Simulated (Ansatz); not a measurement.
## Co: do energies and stresses tell the same story?

These are results of Ansatz 0.2.0, DFT PBE, scalar-relativistic, plane waves, PAW, not measurements.

Cutoff 420 eV; k points 18×18×10 on the computed 2-atom cell (Γ-centred); Gaussian smearing, width 0.10 eV; collinear spin from starting moments 1.84 1.84 μB.

Relaxed cell: P6_3/mmc, a = 2.492 Å, b = 2.492 Å, c = 4.034 Å, α = 90.00°, β = 90.00°, γ = 120.00°, 2 atoms in the primitive cell.

Energies at zero smearing and pressures from the stress tensor, at volumes with shape and atoms relaxed:
```csv
V (Å³/atom),E − E(first) (meV/atom),P (GPa)
9.547,0.00,37.65
9.873,-64.09,25.69
10.198,-105.66,15.61
10.524,-128.56,7.16
10.849,-135.59,-0.02
11.175,-129.10,-6.05
11.500,-111.36,-10.98
11.934,-74.19,-16.10
```

Problem. Check P = −dE/dV between neighbouring volumes, and get the bulk modulus from the pressures alone.

Solution. With 1 eV/Å³ = 160.2 GPa:
| middle V (Å³/atom) | −ΔE/ΔV (GPa) | mean P (GPa) |
| --- | --- | --- |
| 9.710 | 31.547 | 31.668 |
| 10.035 | 20.467 | 20.650 |
| 10.361 | 11.272 | 11.386 |
| 10.686 | 3.461 | 3.569 |
| 11.012 | -3.198 | -3.035 |
| 11.337 | -8.732 | -8.515 |
| 11.717 | -13.722 | -13.541 |

The two differ by 0.22 GPa at most. The mean of two end pressures misses the average over a step by about ΔV² P″/12, up to 0.17 GPa here; with that taken off 0.14 GPa remains. The stress is the derivative of the free energy, not of the energy at zero smearing, and with free energies 0.04 GPa remains. Around V = 10.849 Å³/atom, the two neighbours give B = −V ΔP/ΔV = 10.849 × 13.21 / 0.651 = 220.1 GPa, against B0 = 217.3 GPa from the Birch–Murnaghan fit of the energies.

Only this magnetic start was tried.